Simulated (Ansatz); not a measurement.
**NiSi2: enthalpy against pressure**

NiSi2, Fm-3m, a = 5.391 Å. Ansatz: PBEsol, PAW, 420 eV, Γ-centred 14×14×14 mesh on 3 atoms, Gaussian smearing 0.10 eV; no spin polarisation. Cell and atoms are relaxed at each pressure, and no other structure is tried, so the rows at high pressure may lie past a change of phase. y is the enthalpy over the state at zero pressure; there V0 = 13.059 Å³/atom. The pressures are the targets, met within 0.05 GPa.

```tsv
P (GPa)	y (eV/atom)
-1.0	-0.0818
0.0	0.0000
1.0	0.0813
4.0	0.3221
12.0	0.9453
25.0	?
50.0	3.6446
90.0	6.1927
```

Task: Fit y = c1 P + c2 P² + c3 P³ to the other rows, say what c1 and c2 mean, and predict the missing value.

Result: Least squares on the rows shown. y = 0.081100 P − 0.00019868 P² + 6.9000×10⁻⁷ P³. Since dH/dP = V, c1 is V0: 0.081100 eV/GPa × 160.2 = 12.992 Å³ against 13.059; c2 = −V0/(2B0) gives B0 = 204 GPa, where a Birch–Murnaghan fit to the volumes of the same runs (not shown) gives 158 GPa: a cubic over this range folds the higher terms into c2. At P = 25.0 the fit asked for gives 1.9141 eV/atom. The run gave 1.9099 eV/atom, so the fit is 0.0042 eV/atom too high, 0.067 % of the span of the series, against an rms of 0.0005 eV/atom on the fitted rows. With a term in P⁴ added, a fit to the same known rows predicts 1.9090 eV/atom, so most of the miss is curvature that the known rows already hold.